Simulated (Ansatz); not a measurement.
**InSb: how the settings move a single-point run**

How sensitive is a single-point run of InSb to its settings? A reference run comes first, then six runs with altered input. The cell is built on a prototype (NiAs type) and needn't be the phase found in nature.

Computed with Ansatz 0.2.0 (reference: DFT, PBE, plane waves, PAW, unless a step's input says otherwise).

### Step 1. The system as given

It takes space group P6_3/mmc (No. 194, hexagonal). Conventional cell: a = 4.227 Å, b = 4.227 Å, c = 7.371 Å, α = 90.00°, β = 90.00°, γ = 120.00°. Around In (site symmetry -3m) lie 6 Sb at 3.06 Å. Sb (site symmetry -6m2) has 6 In at 3.06 Å as nearest neighbours.

Coordinates:

```cif
data_structure
_symmetry_space_group_name_H-M 'P 1'
_symmetry_Int_Tables_number 1
_cell_length_a 4.2266
_cell_length_b 4.2266
_cell_length_c 7.3709
_cell_angle_alpha 90.000
_cell_angle_beta 90.000
_cell_angle_gamma 120.000
_cell_volume 114.04
loop_
_atom_site_label
_atom_site_type_symbol
_atom_site_fract_x
_atom_site_fract_y
_atom_site_fract_z
_atom_site_occupancy
In1 In 0.00000 0.00000 0.00000 1
In2 In 0.00000 0.00000 0.50000 1
Sb1 Sb 0.33333 0.66667 0.25000 1
Sb2 Sb 0.66667 0.33333 0.75000 1
```

### Step 2. Reference

Contents of input.yaml:

```yaml
crystal:
  lattice:
    - [4.226623708, 0.0, 0.0]
    - [-2.113311854, 3.6603635034, 0.0]
    - [0.0, 0.0, 7.370948232]
  atoms:
    - { symbol: In, position: [0.0, 0.0, 0.0] }
    - { symbol: In, position: [0.0, 0.0, 0.5] }
    - { symbol: Sb, position: [0.3333333333, 0.6666666667, 0.25] }
    - { symbol: Sb, position: [0.6666666667, 0.3333333333, 0.75] }
kpoints:
  mp_grid: { grid: [6, 6, 2] }
hamiltonian:
  xc: pbe
scf:
  occupations: { method: fermi_dirac, width: 0.02 }
  n_extra_bands: 5
output:
  forces: true
  stress: true
  eigenvalues: true
```

Run with:

```bash
$ ansatz run input.yaml --threads 4 --pin off --max-ram 3686MiB --backend cpu --events-out ev --progress --plain --runs-dir out
```

### Step 3. Variant: ecutwfc 750

Edit input.yaml of step 2 so:

```diff
@@ -21 +21,3 @@
   eigenvalues: true
+basis:
+  ecutwfc: 750
```

### Step 4. Changing settings: occupations.method gaussian, occupations.width 0.2

Edit input.yaml of step 2 so:

```diff
@@ -15,3 +15,3 @@
 scf:
-  occupations: { method: fermi_dirac, width: 0.02 }
+  occupations: { method: gaussian, width: 0.2 }
   n_extra_bands: 5
```

### Step 5. Changing settings: ecutwfc 250

Edit input.yaml of step 2 so:

```diff
@@ -21 +21,3 @@
   eigenvalues: true
+basis:
+  ecutwfc: 250
```

### Step 6. Variant: dr2_threshold 1.0e-12

Edit input.yaml of step 2 so:

```diff
@@ -17,2 +17,4 @@
   n_extra_bands: 5
+  convergence: { dr2_threshold: 1.0e-12 }
+  max_iter: 92
 output:
```

### Step 7. Changed: xc pbesol

Edit input.yaml of step 2 so:

```diff
@@ -13,3 +13,3 @@
 hamiltonian:
-  xc: pbe
+  xc: pbesol
 scf:
```

### Step 8. Changing settings: mp_grid.grid [4, 4, 4]

Edit input.yaml of step 2 so:

```diff
@@ -11,3 +11,3 @@
 kpoints:
-  mp_grid: { grid: [6, 6, 2] }
+  mp_grid: { grid: [4, 4, 4] }
 hamiltonian:
```

What does the calculation give? Wanted: for each run, ending; energy change; pressure; gap; force.

**Answer**, as computed:

| run | ending | energy change | pressure (GPa) | gap (eV) | force (eV/Å) | cycles | time |
| --- | --- | --- | --- | --- | --- | --- | --- |
| reference | converged | 0 | 1.3 | 0.00 | 0.00 | 6 | 1.7 s |
| 1: ecutwfc 750 | converged | -1.5 meV/atom | 1.3 | 0.00 | 0.00 | 7 | 3.9 s |
| 2: occupations.method gaussian, occupations.width 0.2 | converged | -0.8 meV/atom (σ→0) | 1.3 | 0.00 | 0.00 | 8 | 2.4 s |
| 3: ecutwfc 250 | converged | +1.04 eV/atom | 1.5 | 0.00 | 0.00 | 7 | 1 s |
| 4: dr2_threshold 1.0e-12 | converged | 0.0 meV/atom | 1.3 | 0.00 | 0.00 | 10 | 2.3 s |
| 5: xc pbesol | converged | not comparable | -1.6 | 0.00 | 0.00 | 7 | 1.9 s |
| 6: mp_grid.grid [4, 4, 4] | converged | +32.6 meV/atom | 1.7 | 0.00 | 0.00 | 8 | 1.8 s |

Residual by cycle in the longest SCF loop of each run; runs are numbered as in the table. The quantity is the density residual dr2, in eV.

| cycle | reference | run 1 | run 2 | run 3 | run 4 | run 5 | run 6 |
| --- | --- | --- | --- | --- | --- | --- | --- |
| 1 | 0.00281 | 0.00276 | 0.00471 | 0.151 | 0.00281 | 0.0137 | 0.0077 |
| 2 | 0.00121 | 0.00122 | 0.00255 | 0.0211 | 0.00121 | 0.00429 | 0.00272 |
| 3 | 1.3e-4 | 1.3e-4 | 3.3e-4 | 0.00106 | 1.3e-4 | 1.7e-4 | 3.4e-4 |
| 4 | 3.5e-5 | 3.7e-5 | 9.9e-5 | 6.5e-5 | 3.5e-5 | 6.6e-5 | 5.9e-5 |
| 5 | 4.2e-7 | 4.6e-7 | 6.7e-6 | 1.4e-5 | 4.2e-7 | 1.8e-5 | 5.4e-6 |
| 6 | 1.0e-7 | 1.0e-7 | 1.7e-6 | 1.0e-6 | 1.0e-7 | 1.4e-6 | 1.1e-6 |
| 7 | - | 1.5e-8 | 4.6e-7 | 8.5e-8 | 1.5e-8 | 5.7e-8 | 1.1e-7 |
| 8 | - | - | 5.9e-8 | - | 1.8e-9 | - | 1.4e-9 |
| 9 | - | - | - | - | 9.3e-11 | - | - |
| 10 | - | - | - | - | 1.1e-13 | - | - |

Semilocal functionals close small gaps, so the missing gap need not be the real solid's. Run 3 ran under the cutoff that the potentials recommend, as the log warns, so basis error is mixed into its values, and swamps them where the cutoff is far short. Of the variants the dearest is «ecutwfc 750» (3.9 s), the cheapest «ecutwfc 250» (1 s), on a shared host.
